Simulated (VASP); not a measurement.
# LiF (I4mm) in VASP: notebook, part 2 of 2

VASP 6.6.1. The steps go on from the part before.

**4. Single point, PBEsol (atom 1 (Li) moved by (-0.450, +0.000) A along x and y)**

Contents of INCAR:

```
PREC     = Accurate       # precision mode
ENCUT    = 520            # plane-wave cutoff, eV
EDIFF    = 1E-6           # SCF threshold, eV
ISMEAR   = 0              # smearing method
SIGMA    = 0.05           # smearing width, eV
LREAL    = False          # projectors in reciprocal space
LASPH    = True           # aspherical terms in the spheres
NELM     = 80             # most SCF steps
ALGO     = Normal         # electronic algorithm
ISIF     = 2              # what is computed and relaxed
LWAVE    = False          # write WAVECAR
LCHARG   = True           # write CHGCAR
GGA      = PS             # functional
LELF     = True           # ELF
LVHAR    = True         
NBANDS   = 12             # bands
```

Contents of KPOINTS:

```
regular mesh
0
Gamma
  10 10 10
```

Contents of POSCAR:

```
LiF
1.0
    0.0000000000      2.0140000000      2.0140000000
    2.0140000000      0.0000000000      2.0140000000
    2.0140000000      2.0140000000      0.0000000000
Li F
1 1
Direct
    0.1117179742     -0.1117179742     -0.1117179742
    0.5000000000      0.5000000000      0.5000000000
```

Potentials or basis: VASP PAW PBE potentials, release 64 (Li_sv, F).

Started as:

```console
$ cat potpaw_PBE.64/Li_sv/POTCAR potpaw_PBE.64/F/POTCAR > POTCAR
$ mpirun -np 1 vasp_std > vasp.out
```

OUTCAR:

```text
PREC = Accurate
   ENCUT = 520
   EDIFF = 1E-6
   ISMEAR = 0
   LREAL = False
   LASPH = True
   NELM = 80
   ISIF = 2
   GGA = PS

 ion  position               nearest neighbor table
   1  0.112  0.888  0.888-   2 1.56   2 2.06   2 2.06   2 2.06   2 2.06
   2  0.500  0.500  0.500-   1 1.56   1 2.06   1 2.06   1 2.06   1 2.06

  LATTYP: Found a face centered cubic cell.
 ALAT       =     4.0280000000

  Lattice vectors:

[... 549 lines left out ...]
 [... further k-points ...]

------------------------ aborting loop because EDIFF is reached ----------------------------------------

  FORCE on cell =-STRESS in cart. coord.  units (eV):
  Direction    XX          YY          ZZ          XY          YZ          ZX
  --------------------------------------------------------------------------------------
  -------------------------------------------------------------------------------------
  Total        3.8528492     -0.2702899     -0.2702899      0.0000000      0.0000000      0.0000000
  in kB      377.8193532    -26.5052590    -26.5052590      0.0000000      0.0000000      0.0000000
  external PRESSURE =     108.2696118 kB  Pullay stress =       0.0000000 kB

 VOLUME and BASIS-vectors are now :
 -----------------------------------------------------------------------------
  energy-cutoff  :      520.00
  volume of cell :       16.34
      direct lattice vectors                 reciprocal lattice vectors
     0.000000000  2.014000000  2.014000000    -0.248262165  0.248262165  0.248262165
     2.014000000  0.000000000  2.014000000     0.248262165 -0.248262165  0.248262165
     2.014000000  2.014000000  0.000000000     0.248262165  0.248262165 -0.248262165

 POSITION                                       TOTAL-FORCE (eV/Angst)
 -----------------------------------------------------------------------------------
      3.57800      2.01400      2.01400         2.650330      0.000000      0.000000
      2.01400      2.01400      2.01400        -2.650330      0.000000      0.000000
 -----------------------------------------------------------------------------------
    total drift:                               -0.000081     -0.000005     -0.000005

  FREE ENERGIE OF THE ION-ELECTRON SYSTEM (eV)
  ---------------------------------------------------
  free  energy   TOTEN  =        -9.4844027808 eV

  energy  without entropy=       -9.4844027808  energy(sigma->0) =       -9.48440278
```

OSZICAR:

```text
N       E                     dE             d eps       ncg     rms          rms(c)
DAV:   1     0.348611138490E+02    0.34861E+02   -0.55115E+03  2480   0.837E+02
DAV:   2    -0.769490198308E+01   -0.42556E+02   -0.41720E+02  2912   0.194E+02
DAV:   3    -0.998587675311E+01   -0.22910E+01   -0.22740E+01  3932   0.374E+01
DAV:   4    -0.100163840040E+02   -0.30507E-01   -0.30505E-01  2764   0.420E+00
DAV:   5    -0.100166714603E+02   -0.28746E-03   -0.28745E-03  3092   0.273E-01    0.452E+00
DAV:   6    -0.947858083110E+01    0.53809E+00   -0.24593E+00  2660   0.100E+01    0.145E+00
DAV:   7    -0.947900396471E+01   -0.42313E-03   -0.22812E-02  2880   0.145E+00    0.896E-01
DAV:   8    -0.948433878475E+01   -0.53348E-02   -0.18014E-02  2656   0.151E+00    0.128E-01
DAV:   9    -0.948436029231E+01   -0.21508E-04   -0.23210E-03  3012   0.421E-01    0.667E-02
DAV:  10    -0.948440183338E+01   -0.41541E-04   -0.28849E-04  2708   0.132E-01    0.904E-03
DAV:  11    -0.948440282396E+01   -0.99057E-06   -0.11039E-05  3124   0.326E-02    0.557E-03
DAV:  12    -0.948440278080E+01    0.43161E-07   -0.15680E-06  2652   0.111E-02
   1 F= -.94844028E+01 E0= -.94844028E+01  d E =-.401749E-13
```

stdout:

```text
POSCAR found type information on POSCAR LiF
 POSCAR found :  2 types and       2 ions
 scaLAPACK will be used
 -----------------------------------------------------------------------------
|                                                                             |
|                                                                             |
|     You enforced a specific xc type in the INCAR file but a different       |
|     I HOPE YOU KNOW WHAT YOU ARE DOING!                                     |
|                                                                             |
 -----------------------------------------------------------------------------

 LDA part: xc-table for (Slater+PW92), standard interpolation
 POSCAR, INCAR and KPOINTS ok, starting setup
 FFT: planning ... GRIDC
 FFT: planning ... GRID_SOFT
 FFT: planning ... GRID
 WAVECAR not read
 entering main loop
```

Wall time 15 s (1 thread of Intel Xeon Platinum 8259CL at 2.50GHz (Skylake/Cascade Lake), shared host); peak memory 0.14 GiB.

Results:

- Free energy: -9.4844 eV
- Largest force: 2.650 eV/Å
- Band gap on the k mesh: 8.62 eV, direct

Forces on the atoms (eV/Å):
```
Li   2.650  0.000  0.000
F   -2.650  0.000  0.000
```

Caveat: the cutoff is under 1.25 times the usual one of these potentials, so pressure, stress and relaxed cells hold a basis-set (Pulay) error; the PAW data sets were made with another functional, which shifts forces and pressure a little.

**5. Overview**

```tsv
cell	gap on the mesh (eV)	largest force (eV/Å)
atom 1 (Li) moved by (-0.225, +0.000) A along x and y	8.84	0.58
atom 1 (Li) moved by (-0.450, -0.450) A along x and y	8.36	1.78
atom 1 (Li) moved by (-0.450, +0.000) A along x and y	8.62	2.65
```

Alike in all rows: task single point; level PBEsol; potentials or basis VASP PAW PBE potentials, release 64 (Li_sv, F); no spin polarisation; k mesh 10 × 10 × 10; cutoff (eV) 520; smearing gaussian 0.05 eV.

Caveats: the cutoff is under 1.25 times the usual one of these potentials, so pressure, stress and relaxed cells hold a basis-set (Pulay) error; the PAW data sets were made with another functional, which shifts forces and pressure a little.

Absolute energies hang on the potentials; compare differences alone.
